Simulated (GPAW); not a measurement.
Input of a GPAW 26.7.0 run:

The input run.py:

```python
from ase.eos import EquationOfState
from ase.io import Trajectory, read
from ase.units import GPa
from gpaw import GPAW, PW

atoms = read('CuO.xyz')

traj = Trajectory('eos.traj', 'w')
volumes, energies = [], []
for x in [0.94, 0.96, 0.98, 1.0, 1.02, 1.04, 1.06]:
    a = atoms.copy()
    a.set_cell(atoms.cell * x**(1 / 3), scale_atoms=True)
    calc = GPAW(mode=PW(800),
                xc='PBE',
                kpts={'size': (10, 10, 5), 'gamma': True},
                occupations={'name': 'fermi-dirac', 'width': 0.05},
                nbands=33,
                convergence={'density': 1e-05, 'energy': 1e-05},
                maxiter=150,
                txt=f'eos-{x:.2f}.txt')
    a.calc = calc
    energies.append(a.get_potential_energy(force_consistent=True))
    volumes.append(a.get_volume())
    p = -a.get_stress()[:3].mean() / GPa
    calc.write(f'eos-{x:.2f}.gpw')
    traj.write(a)
    print(f'{x:.2f} {volumes[-1]:10.4f} A^3 {energies[-1]:14.6f} eV {p:9.3f} GPa', flush=True)

v0, e0, B = EquationOfState(volumes, energies, eos='birchmurnaghan').fit()
print(f'V0 = {v0:.4f} A^3, E0 = {e0:.6f} eV, B0 = {B / GPa:.2f} GPa')
```

Contents of CuO.xyz:

```xyz
4
Lattice="2.3418500000 -1.7113000000 0.0000000000 2.3418500000 1.7113000000 0.0000000000 -0.8500274268 0.0000000000 5.0578693947" Properties=species:S:1:pos:R:3 pbc="T T T"
Cu     0.7459112866     -0.8556500000      2.5289346974
Cu     1.1709250000      0.8556500000      0.0000000000
O      1.7043294299      0.2792841600      3.7934020460
O      2.1293431433     -0.2792841600      1.2644673487
```

Potentials or basis: GPAW PAW data sets (gpaw-data 1.2.1), pw.

Command:

```sh
$ OMP_NUM_THREADS=1 python run.py
```

**Question.** Predict the equilibrium volume.

**Answer.** 10.63 Å³/atom.

**Question.** Predict the pressure derivative of the bulk modulus.

**Answer.** 4.7.

Energy against volume, from the lowest point:
| volume (Å³/atom) | energy (meV/atom) |
| --- | --- |
| 9.527 | 70.60 |
| 9.730 | 45.08 |
| 9.932 | 25.86 |
| 10.135 | 12.35 |
| 10.338 | 3.89 |
| 10.540 | 0.00 |
| 10.743 | 0.18 |

Caveat: with this Cu data set, volumes or pressures lay over 1.5 % or 2 GPa off other programs in two to four cells of ten; the cell was scaled at fixed shape and fractional positions, which overstates the stiffness of a crystal with free parameters, most of all of layers and chains; the run has no spin polarisation, though such a crystal can be magnetic.
